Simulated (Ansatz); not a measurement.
Elements on the sites of an ideal fluorite lattice, at a guessed lattice constant:

```
CELL_PARAMETERS angstrom
5.32394 2.66197 -2.66197
2.66197 5.32394 2.66197
5.32394 -2.66197 2.66197
ATOMIC_POSITIONS crystal
O 0.45833 0.33333 0.62500
O 0.79167 0.66667 0.62500
O 0.95833 0.33333 0.12500
O 0.29167 0.66667 0.12500
O 0.62500 0.00000 0.12500
O 0.12500 0.00000 0.62500
O 0.37500 0.00000 0.87500
O 0.70833 0.33333 0.87500
O 0.87500 0.00000 0.37500
O 0.20833 0.33333 0.37500
O 0.54167 0.66667 0.37500
O 0.04167 0.66667 0.87500
Sc 0.66667 0.66667 0.00000
Y 0.50000 0.00000 0.50000
Y 0.00000 0.00000 0.00000
Ta 0.83333 0.33333 0.50000
Ta 0.33333 0.33333 0.00000
Ta 0.16667 0.66667 0.50000
```

Cell and atoms were relaxed without symmetry on coarser meshes and computed once more. Theory: DFT r2SCAN, scalar-relativistic, plane waves, PAW in Ansatz 0.2.0.

Plane waves to 500 eV, a k mesh through Γ of 4×5×4 on the computed 18-atom cell and Gaussian smearing (0.02 eV); no spin polarisation.

The relaxation ran on 2×2×1 (shifted) and then 3×4×3 k points with a smearing of 0.1 eV, from sites shaken by 0.02 Å.

Problem. What does the relaxation give?

Solution. A volume of 12.52 Å³/atom and a gap on the mesh of 4.18 eV. The atoms leave their sites by 0.52 Å (root mean square) and 0.75 Å at most, and the cell stretches by up to 22.9 % at fixed volume, so the lattice hasn't survived.

```
CELL_PARAMETERS angstrom
5.92960 3.63894 -3.46884
3.02870 5.46550 1.79990
4.78591 -2.42143 2.43108
ATOMIC_POSITIONS crystal
O 0.52004 0.33933 0.52546
O 0.76705 0.58659 0.66497
O 0.86399 0.34634 0.19160
O 0.29506 0.71584 0.12435
O 0.66754 0.94389 0.10171
O 0.06312 0.04924 0.62740
O 0.38331 0.06881 0.87407
O 0.64169 0.33061 0.89004
O 0.91109 0.91500 0.42213
O 0.25555 0.37040 0.31839
O 0.46987 0.73840 0.41052
O 0.16280 0.59979 0.81598
Sc 0.59349 0.68649 0.02385
Y 0.56523 0.97414 0.49176
Y 0.95219 0.97992 0.02206
Ta 0.77897 0.33193 0.51894
Ta 0.39081 0.31536 0.00165
Ta 0.22939 0.69716 0.47314
```

Spin-orbit coupling is left out, which matters for the bands of heavy elements. An odd mesh misses points on the zone edge, so a gap read on it can be too wide.